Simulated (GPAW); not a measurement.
Wanted: an ASE script for a GPAW 26.7.0 run.

```
Task                : single point
Functional          : PBEsol
Potentials or basis : PAW data sets generated in the run's folder for this functional
Cutoff              : 600 eV
Basis               : pw
k mesh              : 8 × 8 × 8
Occupations         : fermi-dirac, width 0.05 eV
Spin                : no spin polarisation
Hubbard terms       : Hf d U = 8 eV
Maxiter             : 120
Convergence         : default
```

The system is HfN.

```
CELL_PARAMETERS angstrom
0.00000 2.25600 2.25600
2.25600 0.00000 2.25600
2.25600 2.25600 0.00000
ATOMIC_POSITIONS crystal
Hf 0.00000 0.00000 0.00000
N 0.50000 0.50000 0.50000
```

One way to write it, as run:

run.py

```python
from ase.dft.bandgap import bandgap
from ase.io import write
from ase.spacegroup import crystal
from ase.units import GPa
from gpaw import GPAW, PW, setup_paths

setup_paths.insert(0, '.')

# Hf 4a
# N 4b
atoms = crystal(['Hf', 'N'],
                basis=[[0.0, 0.0, 0.0],
                       [0.5, 0.0, 0.0]],
                spacegroup=225, setting=1,  # Fm-3m
                cellpar=[4.512, 4.512, 4.512, 90.0, 90.0, 90.0],
                primitive_cell=True)

calc = GPAW(mode=PW(600),
            xc='PBEsol',
            kpts={'size': (8, 8, 8), 'gamma': True},
            occupations={'name': 'fermi-dirac', 'width': 0.05},
            setups={'Hf': ':d,8.0'},
            nbands=19,
            maxiter=120,
            txt='gpaw.txt')
atoms.calc = calc
energy = atoms.get_potential_energy()
forces = atoms.get_forces()
stress = atoms.get_stress()
calc.write('gs.gpw')
write('result.traj', atoms)
print(f'Energy: {energy:.6f} eV')
print('Forces (eV/A):')
print(forces.round(4))
print('Stress (GPa):', (stress / GPa).round(3))
print('Fermi level:', round(calc.get_fermi_level(), 4), 'eV')
print(f'Gap: {bandgap(calc)[0]:.4f} eV, direct: {bandgap(calc, direct=True)[0]:.4f} eV')
```

Potentials or basis: PAW data sets generated in the run's folder for this functional, pw.

The run is started by

```console
$ gpaw-setup -f PBEsol Hf N
$ OMP_NUM_THREADS=1 python run.py
```

It gave:

```
Pressure               : 28.4 GPa
Band gap on the k mesh : none (metal or under the smearing width)
```

Caveat: the cutoff is short for stress and forces, so pressures can be off by a GPa or more; a pressure of tens of GPa on the cell as given is suspect, and the run, the potentials or the cell itself is likely at fault; U without spin polarisation on a metal has little footing.

It took 11 s on 1 thread of Arm Neoverse V2 (shared host), peak memory 0.15 GiB.
